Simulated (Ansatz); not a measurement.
## Li, fcc: how the functional moves the structure

All rows: Ansatz, plane waves with scalar-relativistic PAW, 420 eV (500 eV for the SCAN forms), relaxed under each functional, no dispersion correction, no zero-point motion. B₀ comes from uniform scaling at fixed shape; a dash is a value not given.

| functional | V (Å³/atom) | cell | B₀ (GPa) | magnetic state | ΔE to bcc (meV/atom) |
| --- | --- | --- | --- | --- | --- |
| PBE | 20.17 | a = 4.321 Å | 14 | spin not included | -2 |
| r²SCAN | 20.98 | a = 4.378 Å | 13 | spin not included | -2 |
| PBEsol | 20.15 | a = 4.319 Å | 14 | spin not included | -2 |
| LDA | 18.99 | a = 4.235 Å | 15 | spin not included | -2 |
| revPBE | 21.12 | a = 4.388 Å | 13 | spin not included | -2 |
| RPBE | 21.04 | a = 4.382 Å | 13 | spin not included | -2 |
| BLYP | 20.02 | a = 4.310 Å | 14 | spin not included | -2 |

LDA gives the smallest volume and revPBE the largest.
